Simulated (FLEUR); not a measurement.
**InAs: equation of state with r2SCAN**

InAs:

```
CELL_PARAMETERS angstrom
0.00000 3.01800 3.01800
3.01800 0.00000 3.01800
3.01800 3.01800 0.00000
ATOMIC_POSITIONS crystal
In 0.00000 0.00000 0.00000
As 0.75000 0.75000 0.75000
```

- Program: FLEUR MaX-R8.1 (later development tree)
- Task: equation of state
- Functional: r2SCAN
- Potentials or basis: all-electron
- Basis: FLAPW
- Kmax: 4.56 1/bohr
- k mesh: 8 × 8 × 8
- Occupations: fermi-dirac, width 0.05 eV
- Spin: no spin polarisation

| Item | Value |
| --- | --- |
| Equilibrium volume | 28.53 Å³/atom |
| Bulk modulus | 58 GPa |

Energy against volume, from the lowest point:
| volume (Å³/atom) | energy (meV/atom) |
| --- | --- |
| 25.840 | 54.54 |
| 26.389 | 33.20 |
| 27.489 | 7.32 |
| 28.588 | 0.00 |
| 29.138 | 2.28 |

Caveat: the meta-GGA is that of a development version, with a GGA for the radial functions and cores and without core tails. Zero-point motion and thermal expansion aren't in these numbers.
